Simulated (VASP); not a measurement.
# BaTiO3 (Pm-3m) in VASP: further runs

The runs below take BaTiO3 through dielectric tensor, with PBEsol.

All numbers are computed with VASP 6.6.1; they aren't measurements. Logs are shortened: lines on timing, memory, paths and dates and some standing lists are left out, and cuts for length are marked.

### Step 1. The structure

It takes space group Pm-3m (No. 221, cubic). The conventional cell has a = 4.006 Å, b = 4.006 Å, c = 4.006 Å, α = 90.00°, β = 90.00°, γ = 90.00°. Around Ba (site symmetry m-3m) lie 12 O at 2.83 Å. Ti (site symmetry m-3m) has 6 O at 2.00 Å as nearest neighbours. Around O (site symmetry 4/mmm) lie 2 Ti at 2.00 Å.

### Step 2. Dielectric tensor, PBEsol

The input, INCAR:

```
  PREC = Accurate
  ENCUT = 340
  EDIFF = 1E-8
  ISMEAR = 0
  SIGMA = 0.01
  LREAL = F
  LASPH = T
  NELM = 100
  ALGO = Normal
  ISIF = 2
  LWAVE = F
  LCHARG = F
  GGA = PS
  LEPSILON = T
```

The input, KPOINTS:

```
Automatic mesh
0
Gamma
  8 8 8
```

The input, POSCAR:

```
BaTiO3
1.0
    4.0060000000      0.0000000000      0.0000000000
    0.0000000000      4.0060000000      0.0000000000
    0.0000000000      0.0000000000      4.0060000000
Ba Ti O
1 1 3
Direct
    0.5000000000      0.5000000000      0.5000000000
    0.0000000000      0.0000000000      0.0000000000
    0.0000000000      0.0000000000      0.5000000000
    0.0000000000      0.5000000000      0.0000000000
    0.5000000000      0.0000000000      0.0000000000
```

Potentials or basis: VASP PAW PBE potentials, release 64 (Ba_sv, Ti_sv, O).

Launch:

```console
> cat potpaw_PBE.64/Ba_sv/POTCAR potpaw_PBE.64/Ti_sv/POTCAR potpaw_PBE.64/O/POTCAR > POTCAR
> mpirun -np 1 vasp_std > vasp.out
```

OUTCAR:

```text
PREC = Accurate
   ENCUT = 340
   EDIFF = 1E-8
   ISMEAR = 0
   LREAL = F
   LASPH = T
   NELM = 100
   ISIF = 2
   GGA = PS
   LEPSILON = T

 Found     35 irreducible k-points:

 Following reciprocal coordinates:
            Coordinates               Weight
  0.000000  0.000000  0.000000      1.000000
  0.125000  0.000000  0.000000      6.000000
  0.250000  0.000000  0.000000      6.000000
  0.375000  0.000000  0.000000      6.000000
  0.500000  0.000000  0.000000      3.000000
  0.125000  0.125000  0.000000     12.000000
   k-points           NKPTS =     35   k-points in BZ     NKDIM =     35   number of bands    NBANDS=     24
   number of dos      NEDOS =    301   number of ions     NIONS =      5
   total plane-waves  NPLWV =  13824
   dimension x,y,z NGX =    24 NGY =   24 NGZ =   24
   dimension x,y,z NGXF=    48 NGYF=   48 NGZF=   48
   ions per type =               1   1   3
   NGX,Y,Z   is equivalent  to a cutoff of   9.96,  9.96,  9.96 a.u.
   NGXF,Y,Z  is equivalent  to a cutoff of  19.92, 19.92, 19.92 a.u.
 SYSTEM =  unknown system
   PREC   = accura    normal or accurate (medium, high low for compatibility)
   ISTART =      0    job   : 0-new  1-cont  2-samecut
   ICHARG =      2    charge: 1-file 2-atom 10-const
   ISPIN  =      1    spin polarized calculation?
   LNONCOLLINEAR =      F non collinear calculations
   LSORBIT =      F    spin-orbit coupling
   LASPH  =      T    aspherical Exc in radial PAW
   ENCUT  =  340.0 eV  24.99 Ry    5.00 a.u.   6.02  6.02  6.02*2*pi/ulx,y,z
   NELM   =    100;   NELMIN=  2; NELMDL= -5     # of ELM steps
   EDIFF  = 0.1E-07   stopping-criterion for ELM
   LREAL  =      F    real-space projection
   EDIFFG = 0.1E-06   stopping-criterion for IOM
   NSW    =      0    number of steps for IOM
   IBRION =     -1    ionic relax: 0-MD 1-quasi-New 2-CG
   NFREE  =      0    steps in history (QN), initial steepest desc. (CG)
   ISIF   =      2    stress and relaxation
   ISYM   =      2    0-nonsym 1-usesym 2-fastsym
   POTIM  = 0.5000    time-step for ionic-motion
   TEBEG  =    0.0;   TEEND  =   0.0 temperature during run
   PSTRESS=    0.0 pullay stress
   NELECT =      40.0000    total number of electrons
   NUPDOWN=      -1.0000    fix difference up-down
   EMIN   =  10.00;   EMAX   =-10.00  energy-range for DOS
   EFERMI =   0.00;   METHOD = LEGACY
   ISMEAR =     0;   SIGMA  =   0.01  broadening in eV -4-tet -1-fermi 0-gaus
   EFERMI_NEDOS =   21; number of points for ismear=-14 and -15
   IALGO  =     38    algorithm
   IMIX   =      4    mixing-type and parameters
     AMIX     =   0.40;   BMIX     =  1.00
     AMIX_MAG =   1.60;   BMIX_MAG =  1.00
  volume/ion in A,a.u.               =      12.86        86.77
  Fermi-wavevector in a.u.,A,eV,Ry     =   1.397603  2.641087 26.576187  1.953295
  Thomas-Fermi vector in A             =   2.520843
   LORBIT       =      0    0 simple, 1 ext, 2 COOP (PROOUT), +10 PAW based schemes
   GGA     = PS    functional components
   LHFCALC =     F    Hartree Fock is set to
   AEXX    =    0.0000 exact exchange contribution
   IVDW    =     0    specifies the selected vdW correction
   LEPSILON=     T    determine dielectric tensor
   LRPA    =     F    only Hartree local field effects (RPA)
 non-spin polarized calculation
 Gauss-broadening in eV      SIGMA  =   0.01
  energy-cutoff  :      340.00
  volume of cell :       64.29
 maximum number of plane-waves:       932
   NGX = 13   NGY = 13   NGZ = 13

--------------------------------------- Ionic step        1  -------------------------------------------

 number of electron      39.9999975 magnetization

 E-fermi :   3.8658     XC(G=0): -11.5029

 val. band max:        3.6561436522   @ k =   0.5000   0.5000   0.5000
 cond. band min:       5.3536391495   @ k =   0.0000   0.0000   0.0000
 fundamental gap:      1.6974954973
 Fermi energy:         3.8657885591

 k-point     1 :       0.0000    0.0000    0.0000
  band No.  band energies     occupation
      1     -52.7120      2.00000
      2     -29.0536      2.00000
      3     -29.0536      2.00000
      4     -29.0536      2.00000
      5     -21.0913      2.00000
      6     -13.1950      2.00000
[... 16 lines left out ...]
     23       5.3536      0.00000
     24       7.5651      0.00000

 k-point     2 :       0.1250    0.0000    0.0000
  band No.  band energies     occupation
      1     -52.7117      2.00000
      2     -29.0614      2.00000
      3     -29.0532      2.00000
      4     -29.0532      2.00000
      5     -21.0738      2.00000
      6     -13.1969      2.00000
[... 16 lines left out ...]
     23       5.6825      0.00000
     24       7.5663      0.00000

 k-point     3 :       0.2500    0.0000    0.0000
  band No.  band energies     occupation
      1     -52.7112      2.00000
      2     -29.0801      2.00000
      3     -29.0525      2.00000
      4     -29.0525      2.00000
      5     -21.0313      2.00000
      6     -13.2597      2.00000
[... 16 lines left out ...]
     23       6.3408      0.00000
     24       7.5690      0.00000

 k-point     4 :       0.3750    0.0000    0.0000
  band No.  band energies     occupation
      1     -52.7107      2.00000
      2     -29.0985      2.00000
      3     -29.0517      2.00000
      4     -29.0517      2.00000
      5     -20.9880      2.00000
      6     -13.3675      2.00000
[... 16 lines left out ...]
     23       6.9115      0.00000
     24       7.5714      0.00000

 k-point     5 :       0.5000    0.0000    0.0000
  band No.  band energies     occupation
      1     -52.7108      2.00000
      2     -29.1064      2.00000
      3     -29.0515      2.00000
      4     -29.0515      2.00000
      5     -20.9698      2.00000
      6     -13.4216      2.00000
[... 16 lines left out ...]
     23       7.1333      0.00000
     24       7.5723      0.00000

 k-point     6 :       0.1250    0.1250    0.0000
  band No.  band energies     occupation
      1     -52.7116      2.00000
      2     -29.0612      2.00000
      3     -29.0609      2.00000
      4     -29.0529      2.00000
      5     -21.0573      2.00000
      6     -13.1895      2.00000
[... 16 lines left out ...]
     23       5.8838      0.00000
     24       7.7774      0.00000

 [... further k-points ...]

  FORCE on cell =-STRESS in cart. coord.  units (eV):
  Direction    XX          YY          ZZ          XY          YZ          ZX
  --------------------------------------------------------------------------------------
  -------------------------------------------------------------------------------------
  Total       -8.1342119     -8.1342119     -8.1342119      0.0000000      0.0000000     -0.0000000
  in kB     -202.7184274   -202.7184274   -202.7184274      0.0000000      0.0000000     -0.0000000
  external PRESSURE =    -202.7184274 kB  Pullay stress =       0.0000000 kB

 VOLUME and BASIS-vectors are now :
 -----------------------------------------------------------------------------
  energy-cutoff  :      340.00
  volume of cell :       64.29
      direct lattice vectors                 reciprocal lattice vectors
     4.006000000  0.000000000  0.000000000     0.249625562  0.000000000  0.000000000
     0.000000000  4.006000000  0.000000000     0.000000000  0.249625562  0.000000000
     0.000000000  0.000000000  4.006000000     0.000000000  0.000000000  0.249625562

 POSITION                                       TOTAL-FORCE (eV/Angst)
 -----------------------------------------------------------------------------------
      2.00300      2.00300      2.00300         0.000000      0.000000      0.000000
      0.00000      0.00000      0.00000         0.000000      0.000000      0.000000
      0.00000      0.00000      2.00300         0.000000      0.000000      0.000000
      0.00000      2.00300      0.00000         0.000000      0.000000      0.000000
      2.00300      0.00000      0.00000         0.000000      0.000000      0.000000
 -----------------------------------------------------------------------------------
    total drift:                                0.000000      0.000000     -0.000000

  FREE ENERGIE OF THE ION-ELECTRON SYSTEM (eV)
  ---------------------------------------------------
  free  energy   TOTEN  =       -42.1179706017 eV

  energy  without entropy=      -42.1179706017  energy(sigma->0) =      -42.11797060

 HEAD OF MICROSCOPIC STATIC DIELECTRIC TENSOR (INDEPENDENT PARTICLE, excluding Hartree and local field effects)
 ------------------------------------------------------
           6.966640     0.000000    -0.000000
           0.000000     6.966640    -0.000000
           0.000000     0.000000     6.966640
 ------------------------------------------------------

 Free energy of the ion-electron system (eV)
  ---------------------------------------------------
  ---------------------------------------------------
  free energy    TOTEN  =        -1.07740327 eV

  energy without entropy =       -1.07740327

------------------------ aborting loop because EDIFF is reached ----------------------------------------

--------------------------------------- Ionic step        2  -------------------------------------------

------------------------ aborting loop because EDIFF is reached ----------------------------------------

--------------------------------------- Ionic step        3  -------------------------------------------

 Free energy of the ion-electron system (eV)
  ---------------------------------------------------
  ---------------------------------------------------
  free energy    TOTEN  =        -1.07745598 eV

  energy without entropy =       -1.07745598

------------------------ aborting loop because EDIFF is reached ----------------------------------------

 PIEZOELECTRIC TENSOR FIELD DIRECTION 3  (e Angst)
 -----------------------------------------------------------------------------
     0.00871  0.00000  0.00000           ( -0.00003  0.00000  0.00000)
     0.00000  0.00871 -0.00000           (  0.00000 -0.00003  0.00000)
     0.00000  0.00000 -0.01536           (  0.00000  0.00000  0.00039)

 PIEZOELECTRIC TENSOR FIELD DIRECTION 3  (C/m^2)
 -----------------------------------------------------------------------------
     0.00217  0.00000  0.00000
     0.00000  0.00217 -0.00000
     0.00000  0.00000 -0.00383

 MACROSCOPIC STATIC DIELECTRIC TENSOR (including local field effects in DFT)
 ------------------------------------------------------
           6.778791     0.000000     0.000000
          -0.000000     6.778791    -0.000000
          -0.000000     0.000000     6.778791
 ------------------------------------------------------

 PIEZOELECTRIC TENSOR (including local field effects)  for field in x, y, z        (e  Angst)
          XX          YY          ZZ          XY          YZ          ZX
  --------------------------------------------------------------------------------
  x     0.00000     0.00000     0.00000     0.00000     0.00000     0.00000
  y     0.00000     0.00000     0.00000     0.00000     0.00000     0.00000
  z     0.00000     0.00000     0.00000     0.00000     0.00000     0.00000

 PIEZOELECTRIC TENSOR (including local field effects)  for field in x, y, z        (C/m^2)
          XX          YY          ZZ          XY          YZ          ZX
  --------------------------------------------------------------------------------
  x     0.00000     0.00000     0.00000     0.00000     0.00000     0.00000
  y     0.00000     0.00000     0.00000     0.00000     0.00000     0.00000
  z     0.00000     0.00000     0.00000     0.00000     0.00000     0.00000

 BORN EFFECTIVE CHARGES (including local field effects) (in |e|, cummulative output)
 ---------------------------------------------------------------------------------
 ion    1
    1     2.71999    -0.00000     0.00000
    2    -0.00000     2.71999     0.00000
    3    -0.00000     0.00000     2.71999
 ion    2
    1     7.40245    -0.00000     0.00000
    2    -0.00000     7.40245    -0.00000
    3     0.00000    -0.00000     7.40245
 ion    3
    1    -2.12771    -0.00000    -0.00000
    2    -0.00000    -2.12771    -0.00000
    3    -0.00000    -0.00000    -5.86702
 ion    4
    1    -2.12771    -0.00000    -0.00000
    2    -0.00000    -5.86702     0.00000
    3     0.00000    -0.00000    -2.12771
 ion    5
    1    -5.86702    -0.00000     0.00000
    2    -0.00000    -2.12771    -0.00000
    3    -0.00000    -0.00000    -2.12771
```

Run time: 4.3 min. Hardware: 1 thread of Intel Xeon 6975P-C (Granite Rapids), shared host; peak memory 0.28 GiB.

The run converged, but a check on its numbers failed (symmetry, net force, bounds or a known fault of this set-up), so they aren't taken as properties of the crystal.

Caveat: the cutoff lies under the usual one of these potentials, so the numbers hold a large basis-set error; the PAW data sets were made with another functional, which shifts forces and pressure a little; spin-orbit coupling is left out, which moves the levels of the heavy elements.

### Step 3. Dielectric tensor, PBEsol

INCAR, as its differences from that of step 2:

```diff
@@ -1,3 +1,3 @@
   PREC = Accurate
-  ENCUT = 340
+  ENCUT = 460
   EDIFF = 1E-8
```

KPOINTS is that of step 2.

POSCAR is that of step 2.

Potentials or basis: VASP PAW PBE potentials, release 64 (Ba_sv, Ti_sv, O).

Launch:

```console
> cat potpaw_PBE.64/Ba_sv/POTCAR potpaw_PBE.64/Ti_sv/POTCAR potpaw_PBE.64/O/POTCAR > POTCAR
> mpirun -np 1 vasp_std > vasp.out
```

OUTCAR:

```text
PREC = Accurate
   ENCUT = 460
   EDIFF = 1E-8
   ISMEAR = 0
   LREAL = F
   LASPH = T
   NELM = 100
   ISIF = 2
   GGA = PS
   LEPSILON = T

 Found     35 irreducible k-points:

 Following reciprocal coordinates:
            Coordinates               Weight
  0.000000  0.000000  0.000000      1.000000
  0.125000  0.000000  0.000000      6.000000
  0.250000  0.000000  0.000000      6.000000
  0.375000  0.000000  0.000000      6.000000
  0.500000  0.000000  0.000000      3.000000
  0.125000  0.125000  0.000000     12.000000
   k-points           NKPTS =     35   k-points in BZ     NKDIM =     35   number of bands    NBANDS=     24
   number of dos      NEDOS =    301   number of ions     NIONS =      5
   total plane-waves  NPLWV =  21952
   dimension x,y,z NGX =    28 NGY =   28 NGZ =   28
   dimension x,y,z NGXF=    56 NGYF=   56 NGZF=   56
   ions per type =               1   1   3
   NGX,Y,Z   is equivalent  to a cutoff of  11.62, 11.62, 11.62 a.u.
   NGXF,Y,Z  is equivalent  to a cutoff of  23.24, 23.24, 23.24 a.u.
 SYSTEM =  unknown system
   PREC   = accura    normal or accurate (medium, high low for compatibility)
   ISTART =      0    job   : 0-new  1-cont  2-samecut
   ICHARG =      2    charge: 1-file 2-atom 10-const
   ISPIN  =      1    spin polarized calculation?
   LNONCOLLINEAR =      F non collinear calculations
   LSORBIT =      F    spin-orbit coupling
   LASPH  =      T    aspherical Exc in radial PAW
   ENCUT  =  460.0 eV  33.81 Ry    5.81 a.u.   7.01  7.01  7.01*2*pi/ulx,y,z
[... 283 lines left out ...]
     0.00000  0.00860  0.00000           (  0.00000 -0.00003  0.00000)
     0.00000  0.00000 -0.01512           (  0.00000  0.00000  0.00040)

 PIEZOELECTRIC TENSOR FIELD DIRECTION 3  (C/m^2)
 -----------------------------------------------------------------------------
     0.00214  0.00000  0.00000
     0.00000  0.00214  0.00000
     0.00000  0.00000 -0.00377

 MACROSCOPIC STATIC DIELECTRIC TENSOR (including local field effects in DFT)
 ------------------------------------------------------
           6.828460     0.000000    -0.000000
           0.000000     6.828460    -0.000000
           0.000000     0.000000     6.828460
 ------------------------------------------------------

 PIEZOELECTRIC TENSOR (including local field effects)  for field in x, y, z        (e  Angst)
          XX          YY          ZZ          XY          YZ          ZX
  --------------------------------------------------------------------------------
  x     0.00000     0.00000     0.00000     0.00000     0.00000     0.00000
  y     0.00000     0.00000     0.00000     0.00000     0.00000     0.00000
  z     0.00000     0.00000     0.00000     0.00000     0.00000     0.00000

 PIEZOELECTRIC TENSOR (including local field effects)  for field in x, y, z        (C/m^2)
          XX          YY          ZZ          XY          YZ          ZX
  --------------------------------------------------------------------------------
  x     0.00000     0.00000     0.00000     0.00000     0.00000     0.00000
  y     0.00000     0.00000     0.00000     0.00000     0.00000     0.00000
  z     0.00000     0.00000     0.00000     0.00000     0.00000     0.00000

 BORN EFFECTIVE CHARGES (including local field effects) (in |e|, cummulative output)
 ---------------------------------------------------------------------------------
 ion    1
    1     2.73852     0.00000    -0.00000
    2    -0.00000     2.73852    -0.00000
    3    -0.00000    -0.00000     2.73852
 ion    2
    1     7.42449     0.00000     0.00000
    2    -0.00000     7.42449     0.00000
    3    -0.00000     0.00000     7.42449
 ion    3
    1    -2.13914    -0.00000     0.00000
    2     0.00000    -2.13914    -0.00000
    3     0.00000     0.00000    -5.88473
 ion    4
    1    -2.13914     0.00000     0.00000
    2     0.00000    -5.88473     0.00000
    3     0.00000     0.00000    -2.13914
 ion    5
    1    -5.88473     0.00000    -0.00000
    2     0.00000    -2.13914     0.00000
    3    -0.00000    -0.00000    -2.13914
```

OSZICAR:

```text
N       E                     dE             d eps       ncg     rms          rms(c)
DAV:   1     0.422185613321E+03    0.42219E+03   -0.19542E+04  1680   0.162E+03
DAV:   2    -0.118055911776E+02   -0.43399E+03   -0.42728E+03  2120   0.454E+02
[... 12 lines left out ...]
RMM:  29    -0.108768855958E+01   -0.16673E-05    0.14554E-07  4609   0.106E-04    0.422E-05
RMM:  30    -0.108768868722E+01   -0.12764E-06   -0.11541E-08  1915   0.624E-05    0.482E-05
RMM:  31    -0.108768805976E+01    0.62746E-06    0.23607E-08  1370   0.517E-05    0.322E-05
RMM:  32    -0.108768825179E+01   -0.19203E-06   -0.81358E-09  1191   0.486E-05    0.365E-05
RMM:  33    -0.108768756869E+01    0.68310E-06    0.11670E-08  1555   0.515E-05    0.173E-05
RMM:  34    -0.108768742580E+01    0.14288E-06   -0.15160E-09  1125   0.484E-05    0.128E-05
RMM:  35    -0.108768708053E+01    0.34527E-06    0.59591E-09  1579   0.519E-05    0.242E-06
```

stdout:

```text
POSCAR found type information on POSCAR BaTiO
 POSCAR found :  3 types and       5 ions
 scaLAPACK will be used
 -----------------------------------------------------------------------------
|                                                                             |
[... 28 lines left out ...]
 dielectric tensor                  component  3 :    -0.483    -0.835     9.348
 Linear response to external field, progress :
  Direction:   1
 dielectric tensor                  component  1 :     6.828    -0.857    -0.764
 Linear response to external field, progress :
  Direction:   2
 dielectric tensor                  component  2 :    -0.856     6.828    -0.764
 Linear response to external field, progress :
  Direction:   3
 dielectric tensor                  component  3 :    -0.643    -0.977     6.828
 Born effective charges drift removed
```

Run time: 9.7 min. Hardware: 1 thread of Intel Xeon 6975P-C (Granite Rapids), shared host; peak memory 0.38 GiB.

These settings aren't checked as converged: the numbers below hold their error.

Results:

- Band gap on the k mesh: 1.70 eV, indirect (least direct gap 1.84 eV)
- Electronic dielectric tensor (diagonal): 6.83
- Born charges (mean of the diagonal): Ba +2.74; Ti +7.42; O -3.39 e

Caveat: the cutoff is under 1.25 times the usual one of these potentials, so pressure, stress and relaxed cells hold a basis-set (Pulay) error; the PAW data sets were made with another functional, which shifts forces and pressure a little; spin-orbit coupling is left out, which moves the levels of the heavy elements.

(Part 1 of 2 ends here.)
